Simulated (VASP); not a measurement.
**VASP inputs for SnO (strained rocksalt)**

INCAR

```
NSW = 0
LASPH = .TRUE.
ENCUT = 520
EDIFF = 1E-7
IBRION = -1
ISIF = 2
SIGMA = 0.02
LCHARG = .TRUE.
LWAVE = .FALSE.
GGA = PE
NBANDS = 17
NELM = 120
PREC = Accurate
LREAL = .FALSE.
LELF = .TRUE.
ISMEAR = -1
```

KPOINTS

```
KPOINTS created by Atomic Simulation Environment
0
Gamma
8 8 8
0 0 0
```

KPOINTS_OPT

```
special points
9
Reciprocal
0.0000000000 0.0000000000 0.0000000000 1
0.5000000000 0.0000000000 0.5000000000 1
0.6250000000 0.2500000000 0.6250000000 1
0.3750000000 0.3750000000 0.7500000000 1
0.5000000000 0.5000000000 0.5000000000 1
0.5000000000 0.2500000000 0.7500000000 1
0.5000000000 0.4250000000 0.5750000000 1
-0.1292320000 0.0061850000 0.4348140000 1
0.0486650000 0.1464840000 -0.4212240000 1
```

POSCAR

```
Sn O
 1.0000000000000000
     0.0000000000000000    2.5910107872000001    2.5369732568000001
     2.5910107872000001    0.0000000000000000    2.5369732568000001
     2.5910107872000001    2.5910107872000001    0.0000000000000000
 Sn  O
   1   1
Cartesian
  0.0000000000000000  0.0000000000000000  0.0000000000000000
  2.5910107871999997  2.5910107871999997  2.5369732568000001
```

VASP ran with the recommended PBE PAW datasets (20 valence electrons in the cell).

**Question.** What does this run give?

**Answer.** gap between bands v and c -0.01 eV (bands overlap: a metal); least direct gap 0.00 eV; pressure -1.5 GPa.

Band v is the last that the valence electrons fill when counted band by band, and c is the next. Levels in eV from the top of v:

| point | v−1 | v | c | c+1 |
| --- | --- | --- | --- | --- |
| Γ | -3.16 | -3.16 | 7.15 | 7.15 |
| X | -4.35 | -4.15 | 3.29 | 5.15 |
| K | -3.86 | -2.22 | 2.57 | 3.50 |
| L | -3.02 | -0.84 | 0.52 | 3.98 |
| W | -5.34 | -1.25 | 2.94 | 3.37 |
